Each step from Ba to Dy adds one proton and one electron, and a core electron feels the two on very different scales. The proton deepens a level by $e^2\langle 1/r\rangle$ taken over the core orbital itself (in units where $e^2$ divided by a bohr is one hartree, about 27 eV). For a hydrogen-like 1s orbital $\langle 1/r\rangle = Z$ per bohr, so near $Z = 60$ one more proton is worth about $60 \times 27$ eV, or 1.6 keV. For $n = 2$ the unscreened value is a quarter of that, and screening cuts it further. The added electron goes into a shell about a bohr or more from the nucleus, and it raises every level inside it by $e^2\langle 1/r\rangle$ taken over its own orbital, which is between about ten and a few tens of eV. The computed steps fit this accounting: the K binding energy grows by 1.5 to 1.8 keV per element and L3 by 0.23 to 0.28 keV, while the irregularities on top of both are 7 to 8 eV. In the emission line Kα1 they shrink to about 1 eV.

Radial Dirac-Fock and Kohn-Sham solver 2: free neutral atoms from Ba to Dy, each in its tabulated ground configuration. Average-of-configuration Dirac-Fock ΔSCF with a finite nucleus, first-order frequency-dependent Breit interaction, self-energy and vacuum polarisation, without correlation.

| species | Z | Kα1 (eV) | K binding energy (eV) | L3 binding energy (eV) |
| --- | --- | --- | --- | --- |
| Ba | 56 | 32190.7 | 37447.0 | 5256.3 |
| La | 57 | 33439.3 | 38936.2 | 5496.8 |
| Ce | 58 | 34717.0 | 40450.6 | 5733.6 |
| Pr | 59 | 36023.8 | 41990.9 | 5967.1 |
| Nd | 60 | 37358.8 | 43572.0 | 6213.3 |
| Pm | 61 | 38722.8 | 45187.1 | 6464.3 |
| Sm | 62 | 40116.3 | 46836.4 | 6720.1 |
| Eu | 63 | 41540.1 | 48520.8 | 6980.7 |
| Gd | 64 | 42993.5 | 50248.1 | 7254.6 |
| Tb | 65 | 44479.8 | 51996.5 | 7516.7 |
| Dy | 66 | 45995.8 | 53787.8 | 7792.0 |

Here $Z$ is the nuclear charge, the K binding energy is the work needed to remove a 1s electron, the L3 binding energy the same for a 2p$_{3/2}$ electron, and Kα1 is the photon energy of the 2p$_{3/2}$ to 1s transition. The binding energies are Dirac-Fock total-energy differences between the atom with a hole and the neutral atom. Kα1 equals K minus L3 to within 0.10 eV in every row, so it is a consequence of the other two columns and carries no separate evidence.

The unevenness is plainest in L3, where 8 eV is 3.3 % of the mean step (in K the same kind of offset is only 0.45 % of the mean step). From Pr to Eu the steps are 246.2, 251.0, 255.8 and 260.6 eV, each 4.8 eV longer than the one before, as a nearly quadratic growth in $Z$ requires. Then the step to Gd is too long and the step to Tb is shorter than its predecessor. At the start of the series the steps actually shrink from La to Pr before they resume growing. Three explanations suggest themselves: the special stability of the half-filled 4f shell, a change in the way the atom relaxes around the hole, and a change in where the outer electron sits.

The half-filled shell is the tempting one, because the most visible break falls at Eu and Gd, both 4f$^7$. Exchange lowers the energy for each pair of 4f electrons with parallel spin. With $n$ electrons filled according to Hund's first rule, the number of such pairs is $n(n-1)/2$ up to $n = 7$. Beyond that the new electrons enter with opposite spin and each loses its seven partners, so the count is $n(n-1)/2 - 7\max(0, n-7)$. The first term is smooth and the second is a kink. If core levels followed this count, with one 4f electron added per element, all steps after the half-filled point would be changed by the same amount, the curve would not return to its earlier course, and nothing would happen at La or Ce.

The table does the opposite on each point, and the regular steps are enough to see it. Continuing the sequence from Eu with the same 4.8 eV increment gives 265.4 eV for the step to Gd, 270.2 eV to Tb and 275.0 eV to Dy. The two steps from Eu to Tb then sum to 535.6 eV, against the computed $273.9 + 262.1 = 536.0$ eV, and the computed last step is 275.3 eV. Tb and Dy therefore lie on the curve set by Pr to Eu within about an electronvolt. Only Gd is off it: the estimate is $6980.7 + 265.4 = 7246.1$ eV, the table has 7254.6 eV, and the excess is 8.5 eV. The Gd row was not used in this estimate. Running the same sequence backwards from Pr gives steps of 241.4, 236.6 and 231.8 eV, which sum to 709.8 eV and land within 1 eV of Ba, since Pr minus Ba is $5967.1 - 5256.3 = 710.8$ eV. The individual steps, however, are wrong in a telling way. Ba to La is about 9 eV too long, La to Ce is normal, and Ce to Pr is about 8 eV too short. La and Ce are each lifted by roughly the amount that lifts Gd, and they are far from any half-filled shell.

Least-squares fits to all eleven rows say the same; their printed output follows this text. A cubic in $Z$, whose coefficients carry no meaning, stands for the smooth part, and each explanation adds one term with one free amplitude. In L3 the cubic alone leaves an rms residual of 3.5 eV. A kink at Eu does not improve it. A kink at Gd halves it to 1.8 eV, because with two rows behind it such a kink can imitate a single raised row, but it leaves Pr wrong by 4 eV. A common offset for La, Ce and Gd brings it to 0.05 eV, close to the 0.03 eV that rounding alone produces.

The failure of the kink has to be read with care. These are averages over the configuration, and for La to Dy the open shell is also averaged over $j$, so the calculation contains no Hund ground term and no multiplets. In such an average the 4f exchange energy goes as $n(n-1)/2$ with no break at seven. The numbers thus show that the irregularity arises without any half-shell stabilisation; they cannot say how much a term-resolved calculation would add to it. The half-filled shell does enter by another door. It is the standard reason why the real Gd atom keeps 4f$^7$ and puts its next electron into 5d, but that configuration was an input here.

That input is what La, Ce and Gd share. In the standard ground configurations Ba, Pr to Eu, Tb and Dy are all 4f$^{Z-56}$6s$^2$, with Ba as the member that has no 4f electron. La (5d$^1$6s$^2$), Ce (4f$^1$5d$^1$6s$^2$) and Gd (4f$^7$5d$^1$6s$^2$) each differ from that pattern by one electron moved from 4f to 5d. The 4f count therefore stands still from Ba to La and from Eu to Gd, where the step is long, rises by two from Ce to Pr and from Gd to Tb, where it is short, and rises by one from La to Ce, where it is normal. The L3 column finds this trio by itself: of 561 sets of one to four rows given a common offset, La, Ce and Gd fit best, and the next best set leaves an rms of 0.96 eV, about twenty times more.

The sign follows from electrostatics. A spherical shell of charge $-e$ at radius $R$ exerts no force inside itself but raises the potential energy of an electron there by the constant $e^2/R$. For a spread-out orbital the constant is $e^2\langle 1/r\rangle$, provided the core electron lies wholly inside. This outer screening lowers all core binding energies alike. Moving one electron from 4f to 5d, with everything else frozen, changes them by

$$\delta_0 = e^2\left(\langle 1/r\rangle_{4f} - \langle 1/r\rangle_{5d}\right).$$

The 4f orbital has no radial node and sits inside the 5s and 5p shells, at a bohr or somewhat less, while 5d reaches out to two or three bohr (rough recalled sizes). So $\delta_0$ is positive and probably between ten and a few tens of eV. The other electrons then respond. The 5s, 5p and 6s shells, the remaining 4f electrons and in part the 4s, 4p and 4d shells were screened from the nucleus by the 4f electron; without it they contract, their own $\langle 1/r\rangle$ grows, and part of $\delta_0$, perhaps most of it, is given back. The fitted shift $\delta$ is the net result. For L3 it is 8.25 eV, an effective change in $\langle 1/r\rangle$ of 0.30 per bohr, which agrees with the argument in sign and, allowing for this response, roughly in size. That the compactness of 4f is the cause is argued from established atomic structure; the numbers show which rows are shifted, in which direction and by how much.

The picture has further consequences that can be checked. The shift should have the same sign and a similar size in the three atoms, since the same swap is made in each. Close equality is not guaranteed: 4f is more compact in Gd than in La or Ce, which raises $\delta_0$, while Gd has seven 4f electrons left to contract against it. With the cubic drawn through the other eight rows only, the L3 offsets of La, Ce and Gd are 8.2, 8.1 and 8.4 eV, and the K offsets lie between 7.3 and 7.4 eV. It should not care about the angular momentum of the core electron. The same runs give the 2s level (L1) a shift of 8.3 eV, equal to that of L3 within 0.1 eV, although 2s penetrates to the nucleus and 2p$_{3/2}$ does not, which speaks against a relativistic or spin-orbit origin. And a constant potential should drop out of a transition between two core levels. It nearly does: Kα1 is lowered by 0.9 eV in the three 5d atoms (1.1 eV if a quartic replaces the cubic), about 11 % of the L3 shift. This is why an emission line follows nuclear charge so smoothly while absorption thresholds report on the outer configuration.

The third explanation, relaxation, does not exclude the second, because the two add. A binding energy from total-energy differences is the frozen-orbital (Koopmans) value, which describes the atom before ionisation, minus the energy gained as the remaining electrons settle around the hole, plus the Breit and QED terms. Outer screening belongs to the first part. If instead the 5d atoms merely relaxed less, the Koopmans values would be smooth and the offset would appear only in the remainder. The same fit applied to the K-shell Koopmans values of all eleven rows gives 6.8 eV, which is 92 % of the total K shift of 7.4 eV; the remainder contributes 0.57 eV, equal for La, Ce and Gd to within the rounding. For L3 the printed check uses six of the eleven rows; La, left out of it, also shows a short step in the gap from Ba. The gap between Koopmans value and binding energy is a straight line through Pr, Pm, Eu and Tb within 0.1 eV, and Ce and Gd both fall 0.8 eV below it, about a tenth of the L3 shift. The irregularity is thus mainly an initial-state effect. The small remainder should not simply be called relaxation: in Tb, the K gap is 308.3 eV, of which relaxation is 81 eV, or 26 %. Breit and QED terms are set near the nucleus and ought to be indifferent to an outer swap, so the 0.57 eV is probably relaxation, a 4f electron being better placed than a 5d electron to close in on the hole, but this assignment is only partly tested: the K retardation, vacuum-polarisation and frequency-dependent Breit terms of these runs pass smoothly through the 5d atoms, while the larger Gaunt and self-energy terms were not examined.

The constant-potential picture fails on the residual that Kα1 isolates. It predicts equal shifts for K and L, and a smaller one for the $n = 3$ levels, whose orbitals overlap the inner flank of 4f and so feel less than the full $e^2\langle 1/r\rangle$. The calculation gives the reverse order: 7.4 eV for K, 8.3 eV for L1 and L3, and 9.7 eV for the 3s level (M1). The difference between K and L3 is already there in the Koopmans values, 6.8 eV against roughly $8.25 - 0.8 \approx 7.5$ eV. A possible reason is the response of the spectator shells. Their contraction opposes the shift, a 1s electron feels the contraction of every shell outside it, and a 2p or 3s electron feels only part of it, because the inner lobes of the contracting 4s, 4p, 4d, 5s and 5p orbitals pass through the region it occupies. This is a guess. What can be said is that the size of the Kα1 shift can hardly come from the electrostatics of the swap with all other orbitals frozen: 4f and 5d both lie almost wholly outside the $n = 2$ shell, so the frozen swap shifts K and L3 nearly alike.

The fit is also less tight for K than for the other levels. Its rms residual is 0.12 eV, four times what rounding gives, the worst row is Tb at 0.29 eV, and $\delta$ moves from 7.36 to 7.18 eV between cubic and quartic, so the K shift is good to about 0.2 eV. The scatter sits in the Koopmans part. Nuclear radii that do not grow smoothly with $Z$ would act most strongly on 1s and could account for it, as could a cubic that is slightly too stiff for a rise of 16 keV; the printed output does not decide between them.

The counting carries over to neighbouring cases as an argument. Atoms that continue the 4f$^{Z-56}$6s$^2$ pattern beyond Dy should stay on the smooth curve, and at the end of the series, where 4f is full and the next electron must enter 5d, the step should be long by several electronvolts, as from Eu to Gd, with no short step after it. In solids the pattern would be rearranged: most lanthanide metals hold one 4f electron fewer than the free atom, which brings them into line with La, Ce and Gd. The exceptions there are the divalent metals Eu and Yb, which keep the 4f$^{Z-56}$ count, and they should lie low against their neighbours. Absolute K and L3 values of these free atoms, computed without correlation and referred to the vacuum, cannot be set directly against thresholds measured from a Fermi level, whereas Kα1 sheds most of such common shifts.

Numerical output:

```
rms expected from rounding to 0.1 eV: 0.029 eV
largest |Ka1 - (K - L3)|: 0.10 eV
rise Ba to Dy (eV): K 16340.8, L3 2535.7, Ka1 13805.1
step from previous row (K, L3, Ka1) | L3 residual: cubic, 5d, kink Eu, kink Gd, Gd alone (eV)
Ba                         |  -3.97  +0.01  -3.92  -1.53  -3.05
La  1489.2   240.5  1248.6 |  +4.50  +0.01  +4.43  +2.52  +3.93
Ce  1514.4   236.8  1277.7 |  +4.80  -0.08  +4.74  +2.05  +3.75
Pr  1540.3   233.5  1306.8 |  -2.79  +0.10  -2.77  -4.01  -3.55
Nd  1581.1   246.2  1335.0 |  -2.35  +0.02  -2.25  -1.13  -2.32
Pm  1615.1   251.0  1364.0 |  -1.88  -0.01  -1.76  +1.33  -0.83
Sm  1649.3   255.8  1393.5 |  -1.47  -0.03  -1.48  +1.89  +0.57
Eu  1684.4   260.6  1423.8 |  -1.23  -0.07  -1.57  -0.92  +1.53
Gd  1727.3   273.9  1453.4 |  +7.27  +0.08  +7.37  -0.07  -0.00
Tb  1748.4   262.1  1486.3 |  -1.19  +0.02  -0.99  -0.28  +1.09
Dy  1791.3   275.3  1516.0 |  -1.70  -0.02  -1.80  +0.14  -1.13
model: rms residual K, L3, Ka1 (eV); worst L3 row
cubic only          3.15 3.52 0.41; Gd +7.27
cubic + 5d count    0.12 0.05 0.12; Pr +0.10
cubic + kink at Eu  3.15 3.52 0.40; Gd +7.37
cubic + kink at Gd  1.63 1.82 0.24; Pr -4.01
cubic + Gd alone    2.15 2.39 0.29; La +3.93
common L3 offset tried on 561 sets of 1 to 4 rows, best three (rms, eV):
  La+Ce+Gd 0.05; Ba+La+Ce+Gd 0.96; La+Ce+Gd+Dy 1.16
level: shift per 5d (cubic, quartic), rms | La, Ce, Gd offsets from cubic through the other 8 rows (eV)
K           +7.36 +7.18, 0.12 | +7.35 +7.28 +7.43
L1          +8.34 +8.29, 0.03 | +8.31 +8.30 +8.39
L3          +8.25 +8.22, 0.05 | +8.20 +8.09 +8.38
M1          +9.66 +9.57, 0.04 | +9.77 +9.68 +9.58
Ka1         -0.92 -1.06, 0.12 | -0.97 -0.85 -0.94
K Koopmans  +6.79 +6.57, 0.14 | +6.78 +6.70 +6.87
K bind-Koop +0.57 +0.61, 0.02 | +0.56 +0.58 +0.57
worst K residual with 5d count: Tb +0.29 eV
Koopmans share of K shift: 92 %; |Ka1 shift|/L3 shift: 11 %
L3 Koopmans - binding (eV): Ce 53.4, Pr 56.1, Pm 59.7, Eu 63.5, Gd 64.6, Tb 67.3
  minus line through Pr, Pm, Eu, Tb: Ce -0.77, Pr +0.06, Pm -0.08, Eu -0.02, Gd -0.79, Tb +0.04
Tb K: Koopmans - binding 308.3 eV, relaxation -81.31 eV, 26 % of it
shift as effective change of <1/r> (1/bohr): K 0.27, L3 0.30, M1 0.36
shift as share of mean step: K 0.45 %, L3 3.3 %
```
